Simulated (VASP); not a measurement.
Write the native input for VASP 6.6.1 that does the following.

```
Task                   : single point
Functional             : PBE
Potentials or basis    : VASP PAW PBE potentials, release 64 (B)
Cutoff                 : 520 eV
k mesh                 : 16 × 9 × 7
Occupations            : fermi-dirac, width 0.05 eV
Spin                   : no spin polarisation
Further INCAR settings : ALGO = Normal; EDIFF = 1e-07; NBANDS = 10
```

The structure of B lies in POSCAR:

```
B
1.0
    1.6245600000      0.0000000000      0.0000000000
    0.0000000000      2.8661500000      0.0000000000
    0.0000000000      0.0000000000      3.9144000000
B
2
Direct
   -0.0000200000      0.5120920000      0.6158960000
    0.5140320000      0.0054650000      0.3975270000
```

The cell was built by a generator and needn't be a form met in nature.

The cell isn't the ideal one: atoms moved at random, drawn with an rms of 0.05 Å.

One way to write it, as run:

INCAR

```
SYSTEM = B
PREC = Accurate ; ENCUT = 520
EDIFF = 1E-7 ; ISMEAR = -1
SIGMA = 0.05 ; LREAL = .FALSE.
LASPH = .TRUE. ; NELM = 80
ALGO = Normal ; ISIF = 2
LWAVE = .FALSE. ; LCHARG = .FALSE.
GGA = PE ; NBANDS = 10
```

KPOINTS

```
regular mesh
0
G
  16 9 7
  0 0 0
```

Potentials or basis: VASP PAW PBE potentials, release 64 (B).

Command:

```console
$ cat potpaw_PBE.64/B/POTCAR > POTCAR
$ mpirun -np 1 vasp_std > vasp.out
```

Results of the run:

- Pressure: 0.2 GPa
- Largest force: 0.278 eV/Å
- Band gap on the k mesh: none (metal or under the smearing width)

Run time: 20 s on 1 thread of Intel(R) Xeon(R) 6975P-C (Granite Rapids) (shared host), peak memory 0.18 GiB.
